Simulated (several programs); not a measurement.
## Many methods on one cell: NaCl (NiAs type)

NaCl, NiAs type, relaxed with r2SCAN in Ansatz, was computed with several methods. The symmetry is P6_3/mmc (No. 194, hexagonal); conventional cell a = 3.892 Å, c = 6.737 Å, 22.10 Å³ an atom. Na is surrounded by 6 Cl at 2.81 Å; Cl is surrounded by 6 Na at 2.81 Å. No spin polarisation and no zero-point or thermal motion; the cell was built from a prototype and may be hypothetical.

```cif
data_structure
_symmetry_space_group_name_H-M 'P6_3/mmc'
_symmetry_Int_Tables_number 194
_cell_length_a 3.8923
_cell_length_b 3.8923
_cell_length_c 6.7368
_cell_angle_alpha 90.000
_cell_angle_beta 90.000
_cell_angle_gamma 120.000
_cell_volume 88.39
loop_
_atom_site_label
_atom_site_type_symbol
_atom_site_symmetry_multiplicity
_atom_site_Wyckoff_symbol
_atom_site_fract_x
_atom_site_fract_y
_atom_site_fract_z
_atom_site_occupancy
Na1 Na 2 a 0.00000 0.00000 0.00000 1
Cl1 Cl 2 c 0.33333 0.66667 0.25000 1
```

Gaps and times are for a single point on this cell; volume and bulk modulus come from each method's own relaxation or energy curve at fixed shape, which is too stiff where a cell has free coordinates or axes. Times are rough, from shared hosts (Arm Neoverse V1; Arm Neoverse V2), and each method has its own mesh and cell size. A double dagger marks a value from a curve with shape and coordinates held. PM6 (MOPAC), PM7 (MOPAC), GFN1-xTB (tblite), GFN2-xTB (tblite) treat a cluster of cells at its zone centre, which samples few k points: where these miss a band edge, the gap comes out too large for that reason alone. Gaps from k meshes are read at a limited set of points (mesh, symmetry points, PBE's band edges), so each method's own least gap may be somewhat smaller. Force fields have no electrons; where one was fitted to this phase, its volume and modulus reflect the fit. xTB and the PM methods were fitted mostly to molecules, and can miss a solid's gap by electronvolts. Minimal bases can be far off for gaps. Times of the plane-wave rungs are withheld (a dash), since they come from other jobs, hosts and meshes; the meshes of hybrids and Hartree-Fock don't converge their gaps to the digits shown. GLLB-SC's gap includes the derivative discontinuity. G0W0 is at finite bands, cutoff and mesh. d marks a direct gap, i an indirect one (no mark: not told apart), a dash a value that wasn't computed or didn't pass its checks.

```
                               method              kind  gap (eV)  own volume (Å³/atom)  bulk modulus (GPa)  atoms computed  processor time
                               PBEsol         semilocal         –                 22.02                   –               4               –
                  ffield.eim (LAMMPS)       force field         –                     –                   –               4          0.18 s
     light PBE (260 eV, its own mesh)  light plane-wave    5.06 d                     –                   –               4           1.1 s
                    GFN1-xTB (tblite)     tight binding      4.57                20.26‡                 22‡         cluster           3.5 s
                          PM7 (MOPAC)    semi-empirical     13.80                     –                   –         cluster           4.8 s
                                  LDA         semilocal    4.65 d                 20.46                   –               4               –
                    GFN2-xTB (tblite)     tight binding      3.44                22.39‡                 18‡         cluster           5.6 s
                          PM6 (MOPAC)    semi-empirical     10.95                     –                   –         cluster           5.7 s
                                  PBE         semilocal    5.07 d                 23.17                 24‡               4               –
                       PBE/SZV (CP2K)       small basis    4.27 d                22.81‡                 33‡               4           7.5 s
                      PBE/DZVP (CP2K)       small basis    5.01 d                23.17‡                 30‡               4            12 s
                               r2SCAN         semilocal    5.86 d                 22.10                 27‡               4               –
                       GLLB-SC (GPAW)   model potential      9.37                     –                   –               4            53 s
               PBE/single zeta (GPAW)       small basis    4.91 d                     –                   –               4         2.1 min
                                 PBE0            hybrid    7.17 d                     –                   –               4               –
                                HSE06            hybrid    6.45 d                 22.65                   –               4               –
                         Hartree-Fock    exact exchange   13.73 d                     –                   –               4               –
                              r2SCAN0            hybrid    7.62 d                     –                   –               4               –
                             DDH-PBE0            hybrid    8.43 d                     –                   –               4               –
   G0W0@LDA (140 eV screening cutoff)         many-body      7.63                     –                   –               4               –
 G0W0@HSE06 (140 eV screening cutoff)         many-body      8.48                     –                   –               4               –
G0W0@r2SCAN (210 eV screening cutoff)         many-body      8.37                     –                   –               4               –
   G0W0@PBE (220 eV screening cutoff)         many-body      7.93                     –                   –               4               –
```

Against HSE06 (6.45 eV) the nearest gap at the points sampled is that of r2SCAN (-0.58 eV) and the farthest that of PM7 (MOPAC) (+7.35 eV). HSE06 is only a yardstick of convenience: for gaps this wide it usually falls short of measured ones, so a larger value can be the better one.

Volumes against r2SCAN's: PBEsol -0.4 %, LDA -7.4 %, PBE +4.8 %, HSE06 +2.5 %.
